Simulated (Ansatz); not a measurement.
# C: a trial structure relaxed, part 1 of 2

The task: take a trial cell of C to zero force and stress.

Computed with Ansatz 0.2.0 (DFT PBE, scalar-relativistic, plane waves, PAW, unless a step's input says otherwise).

**1. Starting point**

It takes space group P1 (No. 1, triclinic). The conventional cell has a = 2.613 Å, b = 2.679 Å, c = 3.556 Å, α = 72.84°, β = 75.09°, γ = 85.24°. Around C (site symmetry 1) lie 4 C at 1.50 to 1.63 Å. Around C (site symmetry 1) lie 4 C at 1.43 to 1.61 Å. C (site symmetry 1) is surrounded by 4 C at 1.43 to 1.63 Å. C (site symmetry 1) has 4 C at 1.44 to 1.51 Å as nearest neighbours.

Coordinates:

```xyz
4
Lattice="2.6134 0.0000 0.0000 0.2223 2.6695 0.0000 0.9151 0.9765 3.2941" Properties=species:S:1:pos:R:3 pbc="T T T"
C     1.7256    2.5039    1.9484
C     1.3164    1.7362    0.1719
C     0.9471    1.1677    1.4349
C     2.6350    2.0900    0.8278
```

A structure generator made this guess: 4-connected net of one element (P1, No. 1). Its size is a rough estimate.

**2. Probe: one point on a coarse mesh**

Input file input.yaml:

```yaml
crystal:
  lattice:
    - [2.61336521, 0.0, 0.0]
    - [0.22227824, 2.66947723, 0.0]
    - [0.91506976, 0.97654892, 3.29407883]
  atoms:
    - { symbol: C, position: [0.39181063, 0.72159278, 0.59149021] }
    - { symbol: C, position: [0.43175566, 0.63129616, 0.05219811] }
    - { symbol: C, position: [0.18622217, 0.27807683, 0.4355908] }
    - { symbol: C, position: [0.86151487, 0.69101202, 0.25129345] }
basis:
  ecutwfc: 420
kpoints:
  mp_grid: { grid: [6, 6, 6] }
hamiltonian:
  xc: pbe
scf:
  occupations: { method: gaussian, width: 0.1 }
  lower_state_search: "off"
output:
  forces: true
  stress: true
  eigenvalues: true
```

Run with:

```
$ ansatz run input.yaml --threads 1 --pin off --max-ram 2560MiB --backend cpu --events-out ev --progress --plain --runs-dir out
```

The log of the run, shortened:

```text
Warning: RAYON_NUM_THREADS=1 ignored (pool sized by the plan → 1); use --threads N
[...]
Pseudopotentials: kind: paw
Pseudopotential: C, paw, valence charge 4, recommended cutoff 420 eV (normal), C.paw.azcp
Functional definition: PBE
[...]
Crystal: 4 atoms, lattice volume = 22.981 Å³
Basis set: ecut = 420 eV, 453 PW (Γ), exchange–correlation on 36×36×48 points (8 copies of the dense FFT grid, shifted against one another)
Bands: 12, of which v1, the nominal top of the filled ones, is band 8 counted from 1 (7 counted from 0)
Symmetry: 1 space group operations
Space group: P1 (ITA 1), of the structure as read, at distance tolerance 2.8e-5 Å
k-points: 112 of 216 (time reversal used)
[...]
SCF converged after 6 iterations
Free energy (F): -996.179837 eV
[...]
E sigma→0 (E₀):  -996.179837 eV
Fermi energy:    13.901913 eV
[...]
--- Forces (eV/Å), atoms counted from 1 ---
  atom   1  C      1.50964636     0.56636162     2.69466784
  atom   2  C      1.51092596    -0.06986473    -4.79713047
  atom   3  C      0.13016734    -0.27910593     2.51134567
  atom   4  C     -3.15074272    -0.21740213    -0.40879608
[...]
--- Stress (GPa, compression-positive) ---
       88.190157       6.927475     -24.003277
        6.927475      42.554476       9.416371
      -24.003275       9.416367      25.410293
  P = ⅓ Tr σ = 52.0516 GPa (520.516 kbar)
--- Band table (eV; the first three rows and the last of 112) ---
  k-point 0: bands = ["-9.9966", "0.8184", "2.1438", "4.4165", "6.8371", "8.3612", "10.1424", "11.7983", "16.4753", "18.4505", "18.6099", "21.7267"]
[...]
```

Run time: 4 s. Hardware: 1 thread of AMD EPYC 7R43 (Zen 3), shared host; peak memory 0.36 GiB.

The probe gives pressure 52.1 GPa, largest force 5.03 eV/Å, gap on this mesh 0.96 eV. A cheap, loose relaxation comes first.

**3. A loose first relaxation**

Edit input.yaml of step 2 so:

```diff
@@ -23 +23,6 @@
   eigenvalues: true
+relax:
+  adjacent_minimum: "off"
+  f_tol: 0.04
+  max_steps: 70
+  cell: { stress_tol: 0.4 }
```

Run with:

```
$ ansatz run input.yaml --threads 1 --pin off --max-ram 2560MiB --backend cpu --events-out ev --progress --plain --runs-dir out
```

The log of the run:

```text
Warning: RAYON_NUM_THREADS=1 ignored (pool sized by the plan → 1); use --threads N
Engine: ansatz 0.2.0, x86_64-unknown-linux-gnu
Pseudopotentials: kind: paw
Pseudopotential: C, paw, valence charge 4, recommended cutoff 420 eV (normal), C.paw.azcp
Functional definition: PBE
  parameter kappa = 0.804
  parameter beta = 0.06672455060314922
  exchange = pbe_x(kappa = kappa, mu = beta*pi^2/3)
  correlation = pbe_c(beta = beta)
Crystal: 4 atoms, lattice volume = 22.981 Å³
Basis set: ecut = 420 eV, 453 PW (Γ), exchange–correlation on 36×36×48 points (8 copies of the dense FFT grid, shifted against one another)
Bands: 12, of which v1, the nominal top of the filled ones, is band 8 counted from 1 (7 counted from 0)
Symmetry: 1 space group operations
Space group: P1 (ITA 1), of the structure as read, at distance tolerance 2.8e-5 Å
k-points: 112 of 216 (time reversal used)
Non-local potential: C, projectors of the file, l = 0: 2, l = 1: 2, l = 2: 1
PAW form: soft (Blöchl's): semilocal exchange-correlation on the pseudo side does not see the compensation charge
PAW one-centre angular grid: C, 110 points (default); XC on 64 Gauss nodes
Initial density: superposition of atomic densities (neutral atoms: chi_scale 0, normalization atom), corrected by the library's trained network
Initial wavefunctions: pseudopotential atomic-orbital guess
Functional: x = pbe(κ = 0.804, μ = 0.2195149727645171), c = pbe(β = 0.06672455060314922)
SCF iter   1: F=—  HF=-996.207429 eV  |F-HF|=—  |Δ(HF+E_count)|=         —  Δρ=2.64e-2  dr2=1.03e-1  ethr=1.77e-3  ⟨swp⟩=6.2  Hψ=7933  notcnv=0
preconditioner: auto → none  [insulator: Δε(μ)=1.027 eV  Ē_g=15.807 eV  σ=0.100 eV  W_gap=1.00  n_scr=6 (ndim 8)  ℏωp=31.0 eV  f_vac=0.000  D(μ)=0.00/eV (n_scr^D=0)  ε∞_Penn≈4.8]
SCF iter   2: F=—  HF=-996.181491 eV  |F-HF|=—  |Δ(HF+E_count)|=   2.59e-2  Δρ=1.09e-2  dr2=1.13e-2  ethr=6.41e-4  ⟨swp⟩=2.0  Hψ=2683  notcnv=0
SCF iter   3: F=—  HF=-996.179795 eV  |F-HF|=—  |Δ(HF+E_count)|=   1.70e-3  Δρ=2.08e-3  dr2=2.93e-4  ethr=7.04e-5  ⟨swp⟩=2.2  Hψ=2043  notcnv=0
SCF iter   4: F=—  HF=-996.179842 eV  |F-HF|=—  |Δ(HF+E_count)|=   4.68e-5  Δρ=2.00e-4  dr2=3.74e-6  ethr=1.83e-6  ⟨swp⟩=2.1  Hψ=2249  notcnv=0
SCF iter   5: F=—  HF=-996.179837 eV  |F-HF|=—  |Δ(HF+E_count)|=   4.42e-6  Δρ=3.86e-5  dr2=1.57e-7  ethr=2.34e-8  ⟨swp⟩=2.5  Hψ=2072  notcnv=0
SCF iter   6: F=-996.179837 eV  HF=-996.179837 eV  |F-HF|=6.60e-10  |Δ(HF+E_count)|=   4.07e-8  Δρ=6.26e-6  dr2=5.43e-9  ethr=6.25e-10  ⟨swp⟩=5.8  Hψ=6433  notcnv=0
SCF 1 converged in 6 iterations: F = -996.179837 eV  dr2 = 5.43e-9
relax step   1: F+E_penalty+E_count = -996.17983748 eV  Δ(F+E_penalty+E_count) = +0.000e0 eV  max|allowed force component| = 4.797e0 eV/Å  Δτ_max = 0.0000 Å  P = +52.052 GPa  Ω = 22.981 Å³  (6 SCF iters, dr2 threshold 1.00e-7 eV, accepted)
Crystal: 4 atoms, lattice volume = 24.292 Å³
Basis set: ecut = 420 eV, 475 PW (Γ), exchange–correlation on 36×36×48 points (8 copies of the dense FFT grid, shifted against one another)
Initial density: handed on by an earlier stage of this run
Initial wavefunctions: those handed on with the density
iter 1 solved again at ethr=4.60e-4 eV; its pass at ethr=3.10e-3 eV (dr2=7.36e-2 eV) is discarded
SCF iter   1: F=—  HF=-996.966360 eV  |F-HF|=—  |Δ(HF+E_count)|=         —  Δρ=1.79e-2  dr2=7.37e-2  ethr=4.60e-4  ⟨swp⟩=1.0  Hψ=12191  notcnv=0
preconditioner: auto → none  [insulator: Δε(μ)=1.006 eV  Ē_g=15.232 eV  σ=0.100 eV  W_gap=1.00  n_scr=6 (ndim 8)  ℏωp=30.1 eV  f_vac=0.000  D(μ)=0.00/eV (n_scr^D=0)  ε∞_Penn≈4.9]
SCF iter   2: F=—  HF=-996.947047 eV  |F-HF|=—  |Δ(HF+E_count)|=   1.93e-2  Δρ=7.65e-3  dr2=9.92e-3  ethr=4.60e-4  ⟨swp⟩=2.2  Hψ=2486  notcnv=0
SCF iter   3: F=—  HF=-996.945757 eV  |F-HF|=—  |Δ(HF+E_count)|=   1.29e-3  Δρ=3.44e-3  dr2=1.72e-3  ethr=6.20e-5  ⟨swp⟩=2.3  Hψ=2094  notcnv=0
SCF iter   4: F=—  HF=-996.945660 eV  |F-HF|=—  |Δ(HF+E_count)|=   9.71e-5  Δρ=9.80e-4  dr2=7.76e-5  ethr=1.07e-5  ⟨swp⟩=2.6  Hψ=2142  notcnv=0
SCF iter   5: F=—  HF=-996.945683 eV  |F-HF|=—  |Δ(HF+E_count)|=   2.26e-5  Δρ=2.19e-4  dr2=6.48e-6  ethr=4.85e-7  ⟨swp⟩=2.5  Hψ=2234  notcnv=0
SCF iter   6: F=—  HF=-996.945683 eV  |F-HF|=—  |Δ(HF+E_count)|=   5.99e-7  Δρ=7.99e-5  dr2=1.02e-6  ethr=4.05e-8  ⟨swp⟩=2.0  Hψ=2078  notcnv=0
SCF iter   7: F=-996.945683 eV  HF=-996.945683 eV  |F-HF|=2.01e-8  |Δ(HF+E_count)|=   3.66e-8  Δρ=2.19e-5  dr2=4.58e-8  ethr=2.50e-9  ⟨swp⟩=5.8  Hψ=6487  notcnv=0
SCF 2 converged in 7 iterations: F = -996.945683 eV  dr2 = 4.58e-8
relax step   2: F+E_penalty+E_count = -996.94568335 eV  Δ(F+E_penalty+E_count) = -7.658e-1 eV  max|allowed force component| = 2.983e0 eV/Å  Δτ_max = 0.0338 Å  P = +24.520 GPa  Ω = 24.292 Å³  energy of the carried Pulay correction = -7.095e-3 eV  (7 SCF iters, dr2 threshold 4.00e-7 eV, accepted)
Crystal: 4 atoms, lattice volume = 25.669 Å³
Basis set: ecut = 420 eV, 499 PW (Γ), exchange–correlation on 36×36×48 points (8 copies of the dense FFT grid, shifted against one another)
iter 1 solved again at ethr=5.54e-4 eV; its pass at ethr=3.10e-3 eV (dr2=8.86e-2 eV) is discarded
SCF iter   1: F=—  HF=-997.361304 eV  |F-HF|=—  |Δ(HF+E_count)|=         —  Δρ=1.94e-2  dr2=8.84e-2  ethr=5.54e-4  ⟨swp⟩=1.0  Hψ=12057  notcnv=0
preconditioner: auto → none  [insulator: Δε(μ)=0.823 eV  Ē_g=14.739 eV  σ=0.100 eV  W_gap=1.00  n_scr=6 (ndim 8)  ℏωp=29.3 eV  f_vac=0.000  D(μ)=0.00/eV (n_scr^D=0)  ε∞_Penn≈5.0]
SCF iter   2: F=—  HF=-997.338923 eV  |F-HF|=—  |Δ(HF+E_count)|=   2.24e-2  Δρ=7.32e-3  dr2=8.04e-3  ethr=5.53e-4  ⟨swp⟩=2.8  Hψ=2461  notcnv=0
SCF iter   3: F=—  HF=-997.338323 eV  |F-HF|=—  |Δ(HF+E_count)|=   6.00e-4  Δρ=1.62e-3  dr2=2.51e-4  ethr=5.02e-5  ⟨swp⟩=2.5  Hψ=2263  notcnv=0
SCF iter   4: F=—  HF=-997.338404 eV  |F-HF|=—  |Δ(HF+E_count)|=   8.08e-5  Δρ=2.45e-4  dr2=6.40e-6  ethr=1.57e-6  ⟨swp⟩=2.1  Hψ=2215  notcnv=0
iter 5 did not close the SCF: its close was put off for the readings that it lacked (scf_convergence_deferred on its scf_iter line)
SCF iter   5: F=-997.338408 eV  HF=-997.338408 eV  |F-HF|=1.50e-7  |Δ(HF+E_count)|=   3.50e-6  Δρ=4.64e-5  dr2=2.29e-7  ethr=4.00e-8  ⟨swp⟩=2.8  Hψ=2248  notcnv=0
SCF iter   6: F=-997.338408 eV  HF=-997.338408 eV  |F-HF|=2.93e-9  |Δ(HF+E_count)|=   1.87e-7  Δρ=7.10e-6  dr2=5.85e-9  ethr=1.43e-9  ⟨swp⟩=2.7  Hψ=5004  notcnv=0
SCF 3 converged in 6 iterations: F = -997.338408 eV  dr2 = 5.85e-9
relax step   3: F+E_penalty+E_count = -997.33840769 eV  Δ(F+E_penalty+E_count) = -3.927e-1 eV  max|allowed force component| = 1.156e0 eV/Å  Δτ_max = 0.0513 Å  P = +4.711 GPa  Ω = 25.669 Å³  energy of the carried Pulay correction = -1.413e-2 eV  (6 SCF iters, dr2 threshold 4.00e-7 eV, accepted)
[... from here on, the SCF cycles and remarks between the steps are left out ...]
relax step   4: F+E_penalty+E_count = -997.51950566 eV  Δ(F+E_penalty+E_count) = -1.811e-1 eV  max|allowed force component| = 9.695e-1 eV/Å  Δτ_max = 0.0549 Å  P = -1.418 GPa  Ω = 26.678 Å³  energy of the carried Pulay correction = -1.904e-2 eV  (6 SCF iters, dr2 threshold 4.00e-7 eV, accepted)
relax step   5: F+E_penalty+E_count = -997.76326270 eV  Δ(F+E_penalty+E_count) = -2.438e-1 eV  max|allowed force component| = 1.522e0 eV/Å  Δτ_max = 0.0704 Å  P = -2.278 GPa  Ω = 27.448 Å³  energy of the carried Pulay correction = -2.266e-2 eV  (6 SCF iters, dr2 threshold 4.00e-7 eV, accepted)
relax step   6: F+E_penalty+E_count = -998.25554600 eV  Δ(F+E_penalty+E_count) = -4.923e-1 eV  max|allowed force component| = 3.006e0 eV/Å  Δτ_max = 0.0693 Å  P = -2.986 GPa  Ω = 27.965 Å³  energy of the carried Pulay correction = -2.503e-2 eV  (6 SCF iters, dr2 threshold 4.00e-7 eV, accepted)
relax step   7: F+E_penalty+E_count = -998.76977877 eV  Δ(F+E_penalty+E_count) = -5.142e-1 eV  max|allowed force component| = 2.797e0 eV/Å  Δτ_max = 0.0790 Å  P = -3.454 GPa  Ω = 28.135 Å³  energy of the carried Pulay correction = -2.580e-2 eV  (6 SCF iters, dr2 threshold 4.00e-7 eV, accepted)
relax step   8: F+E_penalty+E_count = -999.38631199 eV  Δ(F+E_penalty+E_count) = -6.165e-1 eV  max|allowed force component| = 1.393e0 eV/Å  Δτ_max = 0.1172 Å  P = +2.721 GPa  Ω = 27.211 Å³  energy of the carried Pulay correction = -2.156e-2 eV  (6 SCF iters, dr2 threshold 4.00e-7 eV, accepted)
relax step   9: F+E_penalty+E_count = -1000.00313027 eV  Δ(F+E_penalty+E_count) = -6.168e-1 eV  max|allowed force component| = 3.398e0 eV/Å  Δτ_max = 0.1008 Å  P = +4.296 GPa  Ω = 26.294 Å³  energy of the carried Pulay correction = -1.720e-2 eV  (6 SCF iters, dr2 threshold 4.00e-7 eV, accepted)
relax step  10: F+E_penalty+E_count = -1000.80771612 eV  Δ(F+E_penalty+E_count) = -8.046e-1 eV  max|allowed force component| = 2.860e0 eV/Å  Δτ_max = 0.1232 Å  P = +3.045 GPa  Ω = 25.413 Å³  energy of the carried Pulay correction = -1.286e-2 eV  (6 SCF iters, dr2 threshold 4.00e-7 eV, accepted)
relax step  11: F+E_penalty+E_count = -999.34499858 eV  Δ(F+E_penalty+E_count) = +1.463e0 eV  max|allowed force component| = 1.280e1 eV/Å  Δτ_max = 0.1963 Å  P = +29.205 GPa  Ω = 24.903 Å³  energy of the carried Pulay correction = -1.027e-2 eV  (6 SCF iters, dr2 threshold 4.00e-7 eV, rejected (line search))
relax step  12: F+E_penalty+E_count = -1001.08468472 eV  Δ(F+E_penalty+E_count) = -2.770e-1 eV  max|allowed force component| = 6.964e-1 eV/Å  Δτ_max = 0.0824 Å  P = +1.218 GPa  Ω = 25.342 Å³  energy of the carried Pulay correction = -1.250e-2 eV  (9 SCF iters, accepted)
relax step  13: F+E_penalty+E_count = -1001.11227690 eV  Δ(F+E_penalty+E_count) = -2.759e-2 eV  max|allowed force component| = 3.262e-1 eV/Å  Δτ_max = 0.0240 Å  P = +2.572 GPa  Ω = 25.357 Å³  energy of the carried Pulay correction = -1.258e-2 eV  (6 SCF iters, dr2 threshold 4.00e-7 eV, accepted)
relax step  14: F+E_penalty+E_count = -1001.11846211 eV  Δ(F+E_penalty+E_count) = -6.185e-3 eV  max|allowed force component| = 4.621e-2 eV/Å  Δτ_max = 0.0088 Å  P = +0.526 GPa  Ω = 25.448 Å³  energy of the carried Pulay correction = -1.303e-2 eV  (5 SCF iters, dr2 threshold 4.00e-7 eV, accepted)
relax step  15: F+E_penalty+E_count = -1001.11853916 eV  Δ(F+E_penalty+E_count) = -7.704e-5 eV  max|allowed force component| = 3.574e-2 eV/Å  Δτ_max = 0.0021 Å  P = +0.255 GPa  Ω = 25.463 Å³  energy of the carried Pulay correction = -1.311e-2 eV  (4 SCF iters, dr2 threshold 4.00e-7 eV, accepted)
relax step  16: F+E_penalty+E_count = -1001.11851754 eV  Δ(F+E_penalty+E_count) = +2.162e-5 eV  max|allowed force component| = 2.329e-3 eV/Å  Δτ_max = 0.0009 Å  P = -0.061 GPa  Ω = 25.484 Å³  energy of the carried Pulay correction = -1.321e-2 eV  (3 SCF iters, dr2 threshold 4.00e-7 eV, accepted)
relax step  17: F+E_penalty+E_count = -1001.63375540 eV  Δ(F+E_penalty+E_count) = -5.152e-1 eV  max|allowed force component| = 1.130e-1 eV/Å  Δτ_max = 0.0000 Å  P = +11.073 GPa  Ω = 25.484 Å³  stress off target by 3.08e1 GPa  SCF on the basis re-selected at this cell (its energy is not comparable with the rows above)  (7 SCF iters)
relax step  18: F+E_penalty+E_count = -1001.75010389 eV  Δ(F+E_penalty+E_count) = -1.163e-1 eV  max|allowed force component| = 6.476e-2 eV/Å  Δτ_max = 0.0158 Å  P = +4.568 GPa  Ω = 26.037 Å³  energy of the carried Pulay correction = -3.153e-3 eV  (6 SCF iters, dr2 threshold 4.00e-7 eV, accepted)
relax step  19: F+E_penalty+E_count = -1001.77167624 eV  Δ(F+E_penalty+E_count) = -2.157e-2 eV  max|allowed force component| = 8.317e-2 eV/Å  Δτ_max = 0.0114 Å  P = +0.121 GPa  Ω = 26.421 Å³  energy of the carried Pulay correction = -5.605e-3 eV  (6 SCF iters, dr2 threshold 4.00e-7 eV, accepted)
relax step  20: F+E_penalty+E_count = -1001.77192167 eV  Δ(F+E_penalty+E_count) = -2.454e-4 eV  max|allowed force component| = 1.217e-2 eV/Å  Δτ_max = 0.0010 Å  P = +0.004 GPa  Ω = 26.426 Å³  energy of the carried Pulay correction = -5.633e-3 eV  (3 SCF iters, dr2 threshold 4.00e-7 eV, accepted)
relax step  21: F+E_penalty+E_count = -1001.78158762 eV  Δ(F+E_penalty+E_count) = -9.666e-3 eV  max|allowed force component| = 1.882e-2 eV/Å  Δτ_max = 0.0000 Å  P = +0.236 GPa  Ω = 26.426 Å³  stress off target by 1.04e0 GPa  SCF on the basis re-selected at this cell (its energy is not comparable with the rows above)  (5 SCF iters)
relax step  22: F+E_penalty+E_count = -1001.78168904 eV  Δ(F+E_penalty+E_count) = -1.014e-4 eV  max|allowed force component| = 3.542e-3 eV/Å  Δτ_max = 0.0010 Å  P = -0.027 GPa  Ω = 26.451 Å³  energy of the carried Pulay correction = -1.218e-4 eV  (4 SCF iters, dr2 threshold 4.00e-7 eV, accepted)
iter 1 solved again at ethr=1.01e-7 eV; its pass at ethr=3.10e-3 eV (dr2=1.61e-5 eV) is discarded
SCF iter   1: F=—  HF=-1001.781873 eV  |F-HF|=—  |Δ(HF+E_count)|=         —  Δρ=3.29e-5  dr2=8.08e-8  ethr=1.01e-7  ⟨swp⟩=3.0  Hψ=11274  notcnv=0
preconditioner: auto → none  [insulator: Δε(μ)=2.729 eV  Ē_g=15.947 eV  σ=0.100 eV  W_gap=1.00  n_scr=4 (ndim 8)  ℏωp=28.9 eV  f_vac=0.004  D(μ)=0.00/eV (n_scr^D=0)  ε∞_Penn≈4.3]
SCF iter   2: F=—  HF=-1001.781878 eV  |F-HF|=—  |Δ(HF+E_count)|=   4.59e-6  Δρ=1.63e-5  dr2=1.77e-8  ethr=5.05e-10  ⟨swp⟩=2.3  Hψ=2272  notcnv=0
SCF iter   3: F=—  HF=-1001.781878 eV  |F-HF|=—  |Δ(HF+E_count)|=   3.56e-8  Δρ=7.95e-6  dr2=4.21e-9  ethr=1.11e-10  ⟨swp⟩=2.3  Hψ=2084  notcnv=0
SCF iter   4: F=-1001.781878 eV  HF=-1001.781878 eV  |F-HF|=5.08e-11  |Δ(HF+E_count)|=   1.16e-8  Δρ=7.70e-7  dr2=6.39e-11  ethr=1.60e-11  ⟨swp⟩=5.4  Hψ=5413  notcnv=0
SCF 23 converged in 4 iterations: F = -1001.781878 eV  dr2 = 6.39e-11
relax step  23: F+E_penalty+E_count = -1001.78187791 eV  Δ(F+E_penalty+E_count) = -1.889e-4 eV  max|allowed force component| = 3.530e-3 eV/Å  Δτ_max = 0.0000 Å  P = -0.024 GPa  Ω = 26.451 Å³  stress off target by 4.30e-2 GPa  SCF on the basis re-selected at this cell (its energy is not comparable with the rows above)  (4 SCF iters)
basis re-selected at this cell: Δ(F+E_penalty+E_count) = -1.889e-4 eV, ΔP = +0.004 GPa vs the last step (what re-selecting the basis moved, of the pressure what is left beyond the Pulay correction that the steps carried, after the strain that the cell walked since its last selection, with what the two solves' SCF thresholds leave and, on support functions, any second-order correction that the steps lacked; it is no measure of the basis error at this ecutwfc). This SCF's stress stands 4.30e-2 GPa from its target on what of the cell is left free (relax.cell.stress_tol is 4.00e-1 GPa) and its largest allowed force component is 3.53e-3 eV/Å (relax.f_tol is 4.00e-2 eV/Å): within both
SCF converged after 4 iterations
Free energy (F): -1001.781878 eV
Harris-Foulkes:  -1001.781878 eV  (|F-HF|=5.08e-11)
Internal energy: -1001.781878 eV  (E = F + TS)
E sigma→0 (E₀):  -1001.781878 eV
Fermi energy:    12.439611 eV
--- Per-component energies (eV) ---
  E_band       = 33.049523
  E_kinetic    = 366.120363
  E_local      = -381.361826  (includes V_loc(G=0)·N_el)
  E_nonlocal   = 106.849619
  E_hartree    = 103.992167
  E_xc         = -193.655287
  E_vxc        = -240.211095  (∫ρ·V_xc dr)
  E_paw        = -396.639803  (= ΣΔE_a)
  E_vpaw       = -26.331967  (= ΣTr[D̂ρ^β])
  E_aug_tail   = 0.000032  (compensation charges beyond the density's cutoff)
  E_ewald      = -607.087144
  E_smearing   = -0.000000  (= −TS)
  E_closure    = 0.000000  (closes the sum)
  Σ components = -1001.781878   (vs F -1001.781878, Δ=0.00e0)
--- Forces (eV/Å), atoms counted from 1 ---
  atom   1  C      0.00063269    -0.00175314    -0.00310717
  atom   2  C      0.00062840     0.00103923     0.00096210
  atom   3  C      0.00079743    -0.00281629    -0.00032580
  atom   4  C     -0.00205609     0.00352961     0.00247203
  max |Σ_I F_I| component: 2.44e-6 eV/Å
--- Stress (GPa, compression-positive) ---
       -0.020299       0.008622      -0.023422
        0.008624      -0.031908      -0.009732
       -0.023422      -0.009728      -0.018729
  P = ⅓ Tr σ = -0.0236 GPa (-0.236 kbar)
--- Band table (eV; the first three rows and the last of 112) ---
  k-point 0: bands = ["-10.0769", "0.0677", "0.5233", "1.5802", "4.2840", "7.1473", "7.6195", "9.8407", "13.8042", "15.5149", "16.3576", "19.0524"]
  k-point 1: bands = ["-9.8288", "-1.9664", "1.1496", "2.1031", "5.6137", "6.4871", "8.2156", "8.9427", "14.0786", "15.5056", "16.8925", "18.9972"]
  k-point 2: bands = ["-9.1820", "-4.0980", "1.1037", "3.1000", "5.8684", "7.0747", "8.0926", "8.6838", "14.0860", "15.8830", "18.4007", "18.6619"]
  k-point 111: bands = ["-5.0301", "-3.9676", "-0.9359", "1.1426", "2.5295", "3.5596", "7.4401", "9.1673", "16.7282", "17.1839", "18.6591", "19.9239"]
--- Relaxed structure (20 steps of the walk, 19 accepted, 3 SCFs on fresh bases) ---
  F+E_penalty+E_count = -1001.78187791 eV   max|allowed force component| = 3.530e-3 eV/Å   (the final SCF, on the basis selected at the relaxed cell)
  cell:  # Å, volume = 26.4511 Å³
    - [3.3977911982557716, 0.38622755422534294, -0.6666176779316478]
    - [0.683517444176479, 2.4543145429708915, 0.03679704374820576]
    - [0.49380579941699854, 1.13643016115865, 3.2563757021163107]
  atoms:
    - { symbol: C, position: [0.409004614831772, 0.7264172361977388, 0.5996887720358202] }
    - { symbol: C, position: [0.5266335148433414, 0.4345737276251437, 0.06561252887179166] }
    - { symbol: C, position: [0.20079304972982143, 0.43464764884322193, 0.3914533104952692] }
    - { symbol: C, position: [0.7348721505950645, 0.7263391773338951, 0.27381795859711905] }
```

Wall time 2.1 min (1 thread of AMD EPYC 7R43 (Zen 3), shared host); peak memory 0.38 GiB.

Step by step:

| step | E - E(step 1) (eV/cell) | largest force component (eV/Å) | pressure (GPa) | volume (Å³) |
| --- | --- | --- | --- | --- |
| 1 | 0.0000 | 4.7972 | 52.05 | 22.98 |
| 2 | -0.7658 | 2.9826 | 24.52 | 24.29 |
| 3 | -1.1586 | 1.1562 | 4.71 | 25.67 |
| 4 | -1.3397 | 0.9695 | -1.42 | 26.68 |
| 5 | -1.5834 | 1.5221 | -2.28 | 27.45 |
| 6 | -2.0757 | 3.0062 | -2.99 | 27.97 |
| 7 | -2.5899 | 2.7970 | -3.45 | 28.13 |
| 8 | -3.2065 | 1.3928 | 2.72 | 27.21 |
| 9 | -3.8233 | 3.3981 | 4.30 | 26.29 |
| 10 | -4.6279 | 2.8596 | 3.05 | 25.41 |
| 11 | -3.1652 | 12.8037 | 29.20 | 24.90 |
| 12 | -4.9048 | 0.6964 | 1.22 | 25.34 |
| 13 | -4.9324 | 0.3262 | 2.57 | 25.36 |
| 14 | -4.9386 | 0.0462 | 0.53 | 25.45 |
| 15 | -4.9387 | 0.0357 | 0.25 | 25.46 |
| 16 | -4.9387 | 0.0023 | -0.06 | 25.48 |
| 17 | -5.4539 | 0.1130 | 11.07 | 25.48 |
| 18 | -5.5703 | 0.0648 | 4.57 | 26.04 |
| 19 | -5.5918 | 0.0832 | 0.12 | 26.42 |
| 20 | -5.5921 | 0.0122 | 0.00 | 26.43 |
| 21 | -5.6018 | 0.0188 | 0.24 | 26.43 |
| 22 | -5.6019 | 0.0035 | -0.03 | 26.45 |
| 23 | -5.6020 | 0.0035 | -0.02 | 26.45 |

Step 1 is the start. Steps 17, 21, 23 each repeat the geometry before them on a plane-wave basis chosen anew, so the energy can jump there without any move. Step 11 was tried and not accepted.

|  | before | after | change |
| --- | --- | --- | --- |
| a (Å) | 2.613 | 3.484 | +33.3 % |
| b (Å) | 2.679 | 2.548 | -4.9 % |
| c (Å) | 3.556 | 3.484 | -2.0 % |
| α (°) | 72.84 | 68.55 | -5.9 % |
| β (°) | 75.09 | 90.25 | +20.2 % |
| γ (°) | 85.24 | 68.55 | -19.6 % |
| volume (Å³/atom) | 5.75 | 6.61 | +15.1 % |
| shortest distance (Å) | 1.433 | 1.498 | +4.5 % |
| space group (0.01 Å) | P1 | Imma | changed |

(Continued in part 2 of 2.)
